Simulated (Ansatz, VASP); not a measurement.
## AlGaN2 in VASP and in Ansatz

```xyz
4
Lattice="3.2711 0.0000 0.0000 0.0000 3.2711 0.0000 0.0000 0.0000 4.6035" Properties=species:S:1:pos:R:3 pbc="T T T"
Al    1.6355    1.6355    2.3018
Ga    0.0000    0.0000    0.0000
N     1.6355    0.0000    3.4069
N     0.0000    1.6355    1.1967
```

Change from the starting cell: strain +0.050 along x and y, +0.050 along z, atoms carried along.

Alike in both runs: task single point; functional LDA; k mesh 8 × 8 × 6; occupations gaussian, width 0.05 eV; no spin polarisation.

|  | VASP | Ansatz |
| --- | --- | --- |
| version | VASP 6.6.1 | Ansatz 0.2.0 |
| potentials or method | VASP PAW LDA potentials, release 64 (Al, Ga_d, N) | scalar-relativistic, plane waves, PAW |
| plane-wave cutoff (eV) | 520 | 420 |
| valence electrons in the cell | 26 | 26 |

Ansatz gave:

- gap on the k mesh at the Fermi level (eV): 2.00
- least direct gap on the mesh (eV): 2.00
- pressure (GPa): -22.3
- largest component of the traceless stress (GPa): 0.19
- rms of the force components (eV/Å): 0.000

**Question.** What did VASP give for the same quantities?

**Answer.** gap on the k mesh at the Fermi level (eV): 2.01; least direct gap on the mesh (eV): 2.01; pressure (GPa): -21.8; largest component of the traceless stress (GPa): 0.20; rms of the force components (eV/Å): 0.010.

Atom by atom the forces differ by 0.010 eV/Å (rms over components).

Caveats: so large a pressure means that the cell lies far from this level's equilibrium, or that cutoff or potentials fall short (VASP).
